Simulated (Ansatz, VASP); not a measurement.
Ni in VASP and in Ansatz

```
Ni
1.0
     2.45702    0.00000    0.00000
    -1.22851    2.12784    0.00000
     0.00000    0.00000    4.03591
Ni
2
Cartesian
  0.0000 1.4186 1.0090
  1.2285 0.7093 3.0269
```

This isn't the form of Ni at room conditions, which is fcc.

Alike in both runs: functional PBE; dispersion D3(BJ); k mesh 21 × 21 × 10; occupations gaussian, width 0.1 eV; collinear spin.

Ansatz relaxed the structure, and its values are those at the end. VASP's run is a single point on that final structure, the one shown.

|  | VASP | Ansatz |
| --- | --- | --- |
| version | VASP 6.6.1 | Ansatz 0.2.0 |
| potentials or method | VASP PAW PBE potentials, release 64 (Ni) | scalar-relativistic, plane waves, PAW |
| plane-wave cutoff (eV) | 520 | 420 |
| valence electrons in the cell | 20 | 36 |

Ansatz gave:

| Item | Value |
| --- | --- |
| gap on the k mesh at the Fermi level (eV) | none |
| pressure (GPa) | 0.0 |
| net moment per atom (μB) | 0.64 |
| size of the moment on the site where the two differ most (μB) | 0.68 |

What did VASP give for the same quantities?

gap on the k mesh at the Fermi level (eV): none; pressure (GPa): -0.3; net moment per atom (μB): 0.62; size of the moment on the site where the two differ most (μB): 0.63.

Site moments also hang on the region over which each program counts them. A gap of «none» marks a metal or a gap that the smearing closes. The functional is the same, so the differences come from potentials, cutoffs and numerics. The two sets of potentials don't hold the same shells in valence.

Caveats: pairwise dispersion overbinds metals, which lowers pressure and volume.
